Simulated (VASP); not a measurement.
A run of VASP 6.6.1:

The input INCAR:

```
SYSTEM = CdSe
PREC = Accurate
ENCUT = 520
EDIFF = 1E-6
ISMEAR = 0
SIGMA = 0.15
LREAL = .FALSE.
LASPH = .TRUE.
NELM = 100
ALGO = Normal
ISIF = 2
LWAVE = .FALSE.
LCHARG = .FALSE.
NBANDS = 16
```

File KPOINTS:

```
regular mesh
0
G
  14 14 14
  0 0 0
```

Contents of POSCAR:

```
CdSe
1.0
    0.0000000000      2.8739580000      2.8739580000
    2.8739580000      0.0000000000      2.8739580000
    2.8739580000      2.8739580000      0.0000000000
Cd Se
1 1
Direct
    0.0000000000      0.0000000000      0.0000000000
    0.5000000000      0.5000000000      0.5000000000
```

Potentials or basis: VASP PAW LDA potentials, release 64 (Cd, Se).

Launch:

```console
$ cat potpaw_LDA.64/Cd/POTCAR potpaw_LDA.64/Se/POTCAR > POTCAR
$ mpirun -np 1 vasp_std > vasp.out
```

Hardware: 1 thread of Intel(R) Xeon(R) Platinum 8559C (Emerald Rapids), with other jobs on the host.

Q: Estimate the wall time of this run.

A: It took 35 s on 1 thread of Intel(R) Xeon(R) Platinum 8559C (Emerald Rapids), with other jobs on the host, peak memory 0.2 GiB. Counts: scf iterations 12, k points 104.
